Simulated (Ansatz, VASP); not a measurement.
# Cross-check of AlSi11HO24 (Al-H pair in alpha-quartz) between VASP and Ansatz, part 2 of 2

One calculation is typed for both programs; each brings its own data sets. How far apart do they land? The cell is taken from a series of runs on this material, whose earlier steps may have relaxed, scaled, displaced or heated it; both programs get it as it stands.

VASP 6.6.1 and Ansatz 0.2.0.

So far. Step 2 (VASP: single point, HSE06): The run ends at a pressure of -0.63 GPa, with forces up to 3.5 eV/Å.

### Step 3. Ansatz: single point, HSE06

Level of this step: Ansatz beside VASP: Kohn-Sham DFT, plane waves, HSE06 (Ansatz).

Ansatz runs on its default PAW (the set named soft_2) files.

The same cell, functional, mesh and smearing now go to Ansatz.

Contents of input.yaml:

```yaml
crystal:
  lattice:
    - [-2.50916922, 4.34600857, 5.50897405]
    - [5.01833843, 0.0, 5.50897405]
    - [5.01833843, 8.69201713, 0.0]
  atoms:
    - { symbol: Si, position: [0.075303859, 0.571230541, 0.447432247] }
    - { symbol: Si, position: [0.578272331, 0.082913981, 0.216168346] }
    - { symbol: Si, position: [0.396339701, 0.921003828, 0.049438487] }
    - { symbol: Si, position: [0.903683029, 0.424720483, 0.273816893] }
    - { symbol: Si, position: [-0.009589921, -0.00628888, 0.261486557] }
    - { symbol: Si, position: [0.504028985, 0.50426467, 0.003415044] }
    - { symbol: O, position: [0.308617683, 0.4644747, 0.454210746] }
    - { symbol: O, position: [0.797628873, 0.976281327, 0.232400189] }
    - { symbol: O, position: [0.433685669, 0.089874365, 0.378457855] }
    - { symbol: O, position: [0.952370644, 0.513564993, 0.098722323] }
    - { symbol: O, position: [0.441282862, 0.687669159, 0.072716762] }
    - { symbol: O, position: [0.947635333, 0.187959296, 0.313009895] }
    - { symbol: O, position: [0.164750927, -0.001348703, 0.11408987] }
    - { symbol: O, position: [0.684897271, 0.514523018, 0.347781222] }
    - { symbol: O, position: [0.053416413, 0.476794741, 0.334463128] }
    - { symbol: O, position: [0.516021919, 0.965426727, 0.137773967] }
    - { symbol: O, position: [0.05471947, 0.803012008, 0.389412594] }
    - { symbol: O, position: [0.56664714, 0.308325857, 0.125637777] }
    - { symbol: Si, position: [0.102154405, 0.575664089, 0.942259663] }
    - { symbol: Si, position: [0.591935395, 0.075110729, 0.715183333] }
    - { symbol: Si, position: [0.395970751, 0.945431005, 0.545683859] }
    - { symbol: Si, position: [0.906595868, 0.43082855, 0.784605275] }
    - { symbol: Si, position: [-0.004344748, 0.0074452, 0.766649399] }
    - { symbol: Al, position: [0.505765532, 0.506667805, 0.507717688] }
    - { symbol: O, position: [0.324207491, 0.487632817, 0.956995923] }
    - { symbol: O, position: [0.816793558, 0.981439066, 0.725365487] }
    - { symbol: O, position: [0.450811103, 0.030517875, 0.879467335] }
    - { symbol: O, position: [0.937717449, 0.514457784, 0.608840914] }
    - { symbol: O, position: [0.415013405, 0.726475503, 0.550046879] }
    - { symbol: O, position: [0.929193143, 0.196877516, 0.831563065] }
    - { symbol: O, position: [0.174636101, 0.044068285, 0.623465905] }
    - { symbol: O, position: [0.687762558, 0.5308551, 0.862515762] }
    - { symbol: O, position: [0.067568838, 0.487211462, 0.828437842] }
    - { symbol: O, position: [0.549155307, 0.962744042, 0.619899512] }
    - { symbol: O, position: [0.065471119, 0.811570863, 0.88693512] }
    - { symbol: O, position: [0.555663678, 0.304487554, 0.64504363] }
    - { symbol: H, position: [0.363099981, 0.331458769, 0.408198635] }
basis:
  ecutwfc: 420
  xc_grid: 2
hamiltonian:
  xc: hse06
kpoints:
  mp_grid: { grid: [1, 1, 1] }
scf:
  occupations: { method: fermi_dirac, width: 0.01 }
  max_iter: 120
output:
  forces: true
checkpoint:
  read: "../relax.run"
```

The run is started by

```console
$ ansatz run input.yaml --threads 2 --pin off --max-ram 3768MiB --backend cpu --events-out ev --progress --plain --runs-dir out
```

Numbers of over 12 decimals in the logs are rounded to 6 here.

The program printed:

```text
Warning: checkpoint.read: the run can stay near the saved state's solution: 2 site(s) moved relative to the saved geometry (max |Δs| = 1.672e-2 fractional); the SCF starts from the saved state under `checkpoint.density_extrapolation: transplant`, in force with no word given; its orbitals are not used off its sites. A run without `checkpoint.read` takes nothing of the state. A lower free energy from it at the same positions (and U, V and field ramp, if any) shows a solution that this start missed, and an equal or higher one rules none out (checkpoint.read, Limitations, in the input reference)
exact exchange: scf.exx.singularity resolves to wigner_seitz, which cuts the screened interaction at the faces of the exchange supercell's Wigner-Seitz cell, so that each pair interacts once, at the shortest of its separations (the periodic images that this leaves out come, for a point-like exchange hole, to about 0.070 eV on a filled level). The cut falls within the interaction's reach, and what an exchange supercel [...]
Engine: ansatz 0.2.0, x86_64-unknown-linux-gnu
Pseudopotentials: kind: paw
Pseudopotential: Si, paw, valence charge 4, recommended cutoff 420 eV (normal), Si.paw.azcp
Pseudopotential: O, paw, valence charge 6, recommended cutoff 420 eV (normal), O.paw.azcp
Pseudopotential: Al, paw, valence charge 3, recommended cutoff 420 eV (normal), Al.paw.azcp
Pseudopotential: H, paw, valence charge 1, recommended cutoff 420 eV (normal), H.paw.azcp
Functional definition: HSE06
  parameter a = 0.25
  parameter omega = 0.11/bohr
  exchange = pbe_x - a*pbe_x_sr(omega) + a*exact_x_sr(omega)
  correlation = pbe_c
Crystal: 37 atoms, lattice volume = 480.597 Å³
Basis set: ecut = 420 eV, 9403 PW (Γ), exchange–correlation on 100×100×144 points (8 copies of the dense FFT grid, shifted against one another)
Bands: 133, of which v1, the nominal top of the filled ones, is band 96 counted from 1 (95 counted from 0)
Symmetry: 1 space group operations
Space group: P1 (ITA 1), of the structure as read, at distance tolerance 7.8e-5 Å
k-points: 1
Non-local potential: Si, projectors of the file, l = 0: 2, l = 1: 2, l = 2: 2
Non-local potential: O, projectors of the file, l = 0: 2, l = 1: 2, l = 2: 1
Non-local potential: Al, projectors of the file, l = 0: 2, l = 1: 2, l = 2: 1
Non-local potential: H, projectors of the file, l = 0: 2, l = 1: 1
PAW form: soft (Blöchl's): semilocal exchange-correlation on the pseudo side does not see the compensation charge
PAW frozen core: Si, regenerated for the run's functional, and the local potential with it (the file was generated under x = pbe(κ = 0.804, μ = 0.219515), c = pbe(β = 0.066725))
PAW frozen core: O, regenerated for the run's functional, and the local potential with it (the file was generated under x = pbe(κ = 0.804, μ = 0.219515), c = pbe(β = 0.066725))
PAW frozen core: Al, regenerated for the run's functional, and the local potential with it (the file was generated under x = pbe(κ = 0.804, μ = 0.219515), c = pbe(β = 0.066725))
PAW one-centre angular grid: Si, 110 points (default); XC on 64 Gauss nodes
PAW one-centre angular grid: O, 110 points (default); XC on 96 Gauss nodes
PAW one-centre angular grid: Al, 110 points (default); XC on 64 Gauss nodes
PAW one-centre angular grid: H, 110 points (default); XC on 64 Gauss nodes
Initial density: read from a saved state, or passed on in memory by an earlier SCF of this step, an earlier step, the calling program or the single point that the run made first, carried with its atoms to this geometry
Initial wavefunctions: pseudopotential atomic-orbital guess
Functional: x = pbe(κ = 0.804, μ = 0.219515), c = pbe(β = 0.066725), warm-up for x = pbe(κ = 0.804, μ = 0.219515) + 0.25 (exact − pbe) at short range (hse, ω = 0.207870 Å⁻¹), c = pbe(β = 0.066725); HSE06 as pw.x's `hse` composes it (authors' and Libxc's form: `xc: wpbeh`)
iter 1 solved again at ethr=1.51e-4 eV; its pass at ethr=1.00e-1 eV (dr2=2.89e-1 eV) is discarded
SCF iter   1: F=—  HF=-21205.979097 eV  |F-HF|=—  |Δ(HF+E_count)|=         —  Δρ=8.85e-3  dr2=2.71e-1  ethr=1.51e-4  ⟨swp⟩=9.0  Hψ=976  notcnv=0
preconditioner: auto → none  [insulator: Δε(μ)=5.368 eV  Ē_g=16.715 eV  σ=0.010 eV  W_gap=1.00  n_scr=102 (ndim 8)  ℏωp=23.5 eV  f_vac=0.161  D(μ)=0.00/eV (n_scr^D=0)]
SCF iter   2: F=—  HF=-21205.911395 eV  |F-HF|=—  |Δ(HF+E_count)|=   6.77e-2  Δρ=4.97e-3  dr2=4.09e-2  ethr=1.41e-4  ⟨swp⟩=5.0  Hψ=349  notcnv=0
SCF iter   3: F=—  HF=-21205.903741 eV  |F-HF|=—  |Δ(HF+E_count)|=   7.65e-3  Δρ=1.81e-3  dr2=9.40e-3  ethr=2.13e-5  ⟨swp⟩=6.0  Hψ=385  notcnv=0
iter 4 solved again at ethr=3.90e-7 eV; its pass at ethr=4.89e-6 eV (dr2=7.48e-4 eV) is discarded
SCF iter   4: F=-21205.901750 eV  HF=-21205.902305 eV  |F-HF|=5.55e-4  |Δ(HF+E_count)|=   1.44e-3  Δρ=4.47e-4  dr2=7.47e-4  ethr=3.90e-7  ⟨swp⟩=2.0  Hψ=568  notcnv=0
SCF 1 stopped early in 4 iterations: F = -21205.901750 eV  dr2 = 7.47e-4
  greatest PAW one-centre occupation: 0.863 electrons in one spin orbital (limit 2), on the O atom at site 13 (counted from 0), in its partial waves of l = 0
Initial density: handed on by an earlier stage of this run
Initial wavefunctions: those handed on with the density
[...]
preconditioner: auto → none  [insulator: Δε(μ)=7.244 eV  Ē_g=19.257 eV  σ=0.010 eV  W_gap=1.00  n_scr=102 (ndim 8)  ℏωp=23.5 eV  f_vac=0.149  D(μ)=0.00/eV (n_scr^D=0)]
SCF iter   2: F=—  HF=-21210.048922 eV  |F-HF|=—  |Δ(HF+E_count)|=   5.83e-2  Δρ=1.58e-3  dr2=1.10e-2  ethr=3.89e-6  ⟨swp⟩=5.0  Hψ=451  notcnv=0
SCF iter   3: F=—  HF=-21210.109377 eV  |F-HF|=—  |Δ(HF+E_count)|=   6.05e-2  Δρ=9.52e-4  dr2=3.46e-3  ethr=2.78e-6  ⟨swp⟩=5.0  Hψ=456  notcnv=0
SCF iter   4: F=—  HF=-21210.108472 eV  |F-HF|=—  |Δ(HF+E_count)|=   9.05e-4  Δρ=2.45e-4  dr2=2.02e-4  ethr=1.74e-6  ⟨swp⟩=3.0  Hψ=348  notcnv=0
SCF iter   5: F=—  HF=-21210.109025 eV  |F-HF|=—  |Δ(HF+E_count)|=   5.53e-4  Δρ=1.50e-4  dr2=7.08e-5  ethr=8.01e-8  ⟨swp⟩=6.0  Hψ=393  notcnv=0
SCF iter   6: F=-21210.109013 eV  HF=-21210.109016 eV  |F-HF|=2.26e-6  |Δ(HF+E_count)|=   8.88e-6  Δρ=3.30e-5  dr2=4.92e-6  ethr=3.58e-8  ⟨swp⟩=3.0  Hψ=260  notcnv=0
SCF 2 stopped early in 6 iterations: F = -21210.109013 eV  dr2 = 4.92e-6
  Residual-converged pass: ⟨swp⟩=4.0  Hψ=396  notcnv=0  max |occ|·‖R‖ = 4.3e-6 eV (tolerance 6.7e-6 eV)  dr2=4.88e-6  dr2_onsite=2.78e-7  max |Δocc| = 0.0e0
  greatest PAW one-centre occupation: 0.867 electrons in one spin orbital (limit 2), on the O atom at site 13 (counted from 0), in its partial waves of l = 0
hybrid outer 1: dexx = +6.519e-2 eV, tail = 6.81e-5 eV
Exchange kernel: α = 0.2500, screened, ω = 0.2079 Å⁻¹, Wigner–Seitz truncation, v(0) = 764.3003 eV·Å³, q-mesh 1×1×1, nearest image of the exchange supercell L = 7.45 Å, pair-density grid 36×36×45, without the augmentation charges, whose exchange is taken in its separable form (sized by the pseudopotential files, 48×48×64 at the most)
Frozen-core exchange: fock
SCF iter   1: F=—  HF=-21210.108201 eV  |F-HF|=—  |Δ(HF+E_count)|=         —  Δρ=5.09e-5  dr2=8.56e-6  ethr=1.77e-7  ⟨swp⟩=8.0  Hψ=406  notcnv=0
preconditioner: auto → none  [insulator: Δε(μ)=7.215 eV  Ē_g=19.237 eV  σ=0.010 eV  W_gap=1.00  n_scr=102 (ndim 8)  ℏωp=23.5 eV  f_vac=0.161  D(μ)=0.00/eV (n_scr^D=0)]
SCF iter   2: F=—  HF=-21210.108199 eV  |F-HF|=—  |Δ(HF+E_count)|=   2.36e-6  Δρ=1.23e-5  dr2=3.02e-7  ethr=4.07e-9  ⟨swp⟩=3.0  Hψ=304  notcnv=0
SCF iter   3: F=—  HF=-21210.108199 eV  |F-HF|=—  |Δ(HF+E_count)|=   6.29e-7  Δρ=4.99e-6  dr2=5.78e-8  ethr=1.18e-10  ⟨swp⟩=7.0  Hψ=394  notcnv=0  defer=2
SCF iter   4: F=-21210.108199 eV  HF=-21210.108199 eV  |F-HF|=8.73e-10  |Δ(HF+E_count)|=   1.24e-9  Δρ=1.20e-6  dr2=3.22e-9  ethr=2.66e-11  ⟨swp⟩=4.0  Hψ=316  notcnv=0
SCF 3 converged in 4 iterations: F = -21210.108199 eV  dr2 = 3.22e-9
  Residual-converged pass: ⟨swp⟩=3.0  Hψ=292  notcnv=0  max |occ|·‖R‖ = 1.6e-6 eV (tolerance 1.9e-6 eV)  dr2=3.36e-9  dr2_onsite=2.08e-10  max |Δocc| = 0.0e0
hybrid outer 2: dexx = +6.590e-7 eV, tail = 1.59e-8 eV, Δε = 1.16e-3 eV (about 1.91e-5 eV left of the loop's levels), ΔF = 2.25e-3 eV/Å (tail 2.15e-4)
hybrid SCF converged: 2 outer / 10 inner (+4 warm-up), last move |dexx| = 6.59e-7 eV, tail = 1.59e-8 eV
Stability not checked: this state was not tested for a lower state beside it, because the functional holds exact exchange (a hybrid, or Hartree-Fock), whose exchange loop this test does not read (fock_operator; see scf.lower_state_search)
Free energy (F): -21210.108200 eV
Frozen-core exchange: fock
Harris-Foulkes:  -21210.108200 eV  (|F-HF|=8.73e-10)
Internal energy: -21210.108200 eV  (E = F + TS)
E sigma→0 (E₀):  -21210.108200 eV
Fermi energy:    4.521059 eV
--- Per-component energies (eV) ---
  E_band       = -1259.273694
  E_kinetic    = 4850.736772
  E_local      = -12345.978520  (includes V_loc(G=0)·N_el)
  E_nonlocal   = 1397.476505
  E_hartree    = 4483.494906
  E_xc         = -1966.462666
  E_vxc        = -2265.707318  (∫ρ·V_xc dr)
  E_exx        = -552.551980  (= α·E_x^exact, valence–valence)
  E_paw        = -9863.238919  (= ΣΔE_a)
  E_vpaw       = -757.749076  (= ΣTr[D̂ρ^β])
  E_aug_tail   = 0.061087  (compensation charges beyond the density's cutoff)
  E_ewald      = -7212.310413
  E_core_change = -1.334965  (= ΣΔE_core)
  E_smearing   = -0.000000  (= −TS)
  E_closure    = -0.000008  (closes the sum)
  Σ components = -21210.108200   (vs F -21210.108200, Δ=0.00e0)
--- Forces (eV/Å), atoms counted from 1 ---
  atom   1  Si    -0.29860161     0.26730336     0.13493484
  atom   2  Si    -0.29425396    -0.17937384     0.17201900
  atom   3  Si    -0.01734916    -0.03855945    -0.04622275
  atom   4  Si     0.06598043     0.02888315     0.03160205
  atom   5  Si    -0.03292993     0.09969251     0.00104364
  atom   6  Si     0.02907874    -0.06044158     0.04381304
  atom   7  O     -3.29580698    -0.50411150    -1.34364616
  atom   8  O      0.07388237    -0.05401568    -0.06486411
  atom   9  O      0.38017404    -0.08613241     0.21114405
  atom  10  O     -0.01151155    -0.01408778     0.00335487
  atom  11  O     -0.00719324    -0.00239653     0.00594804
  atom  12  O     -0.01835843    -0.00583375    -0.01334309
  atom  13  O      0.00331778    -0.00702573     0.01153989
  atom  14  O     -0.04133550     0.00417179     0.04407042
  atom  15  O     -0.03457993    -0.10532422    -0.07144889
  atom  16  O      0.06166880     0.06788148     0.02909016
  atom  17  O      0.09736496    -0.11518476     0.05154634
  atom  18  O      0.00086417     0.07690885    -0.07421225
  atom  19  Si    -0.00755923    -0.01298640    -0.02468279
  atom  20  Si     0.05462188    -0.00551893     0.06857932
  atom  21  Si     0.04923185     0.30525640    -0.26659130
  atom  22  Si    -0.04584025    -0.06363441     0.05962556
  atom  23  Si     0.02435710     0.00061793    -0.01079527
  atom  24  Al    -0.05037486    -0.18549927    -0.21900369
[...]
atom  30  O     -0.01308961     0.01184976    -0.01878379
  atom  31  O     -0.06336837    -0.02119746     0.04094453
  atom  32  O      0.02462842     0.01623716    -0.02738241
  atom  33  O      0.01367949     0.02165454     0.00014715
  atom  34  O     -0.02592460    -0.07397162    -0.01606737
  atom  35  O      0.00342273    -0.00305157     0.01122261
  atom  36  O     -0.02845029     0.06982599    -0.01639178
  atom  37  H      3.23809683     0.52468891     1.23346323
  max |Σ_I F_I| component: 1.71e-5 eV/Å
--- Band table (eV) ---
  k-point 0: bands = [... 92 lower, 0.5724, 0.6437, 0.7353, 0.9137, 8.1284]
  guard bands above this table: 36 of the run's 133 bands. The solve was not asked for them (output.publish_guard_bands: true or output.eigenvalues: true publishes all)
```

In the SCF lines HF is the Harris–Foulkes energy and dr2 the Hartree energy of the density residual, in eV; the loop may stop once dr2 is under the threshold and the program's other checks hold. Hψ counts applications of the Hamiltonian.

### Step 4. Differences

Known differences besides the potentials themselves: exact exchange at q = 0 is treated differently, which shows on coarse meshes; VASP keeps PBE cores, Ansatz makes them for the functional; the cutoff is 420 eV in Ansatz and 520 eV in VASP (PREC = Accurate, projectors in real space); VASP takes a coarser grid for exact exchange (PRECFOCK = Fast). Total energies have different zeros and are not compared.

The two programs side by side:

| quantity | Ansatz | VASP | difference |
| --- | --- | --- | --- |
| gap on the k mesh (eV) | 7.215 | 7.234 | -0.019 |

Forces on 7 of the 37 atoms, those with the largest forces and the largest differences (eV/Å; atoms numbered as in POSCAR):

| atom | Ansatz x, y, z | VASP x, y, z |
| --- | --- | --- |
| Si1 | -0.299, 0.267, 0.135 | -0.293, 0.298, 0.151 |
| Si2 | -0.294, -0.179, 0.172 | -0.312, -0.188, 0.176 |
| Si9 | 0.049, 0.305, -0.267 | 0.059, 0.290, -0.257 |
| O12 | -3.296, -0.504, -1.344 | -3.238, -0.484, -1.306 |
| O14 | 0.380, -0.086, 0.211 | 0.381, -0.072, 0.215 |
| Al36 | -0.050, -0.185, -0.219 | -0.019, -0.204, -0.234 |
| H37 | 3.238, 0.525, 1.233 | 3.152, 0.517, 1.199 |

The forces differ by 17 meV/Å r.m.s., which is 3.5 % of the r.m.s. force of 0.475 eV/Å (both taken over all components). A gap on the mesh is an upper bound, since the band edges may lie between its points.

### Step 5. Summary of results

- r.m.s. force difference (single point, HSE06): 3.5 % of the r.m.s. force

The r.m.s. force difference is 3.5 % of the r.m.s. force (single point, HSE06), beyond the 3 % picked in this series as the mark of a large difference. What causes the difference of the single point, HSE06 pair stays open here. How closely two codes agree says nothing of how well the functional describes the real material.

[Lines on the potential files, build, host, timing and source positions are cut from VASP's logs without a mark.]

[Logs are printed without paths, hosts, clocks, repeated set-up lines and the standing remarks that a program may print on its own settings, such as how far it seeks lower states.]

[Hosts, paths, dates, database ids (printed as entryN), source tags and the programs' standing remarks are cut or masked in the printed files.]
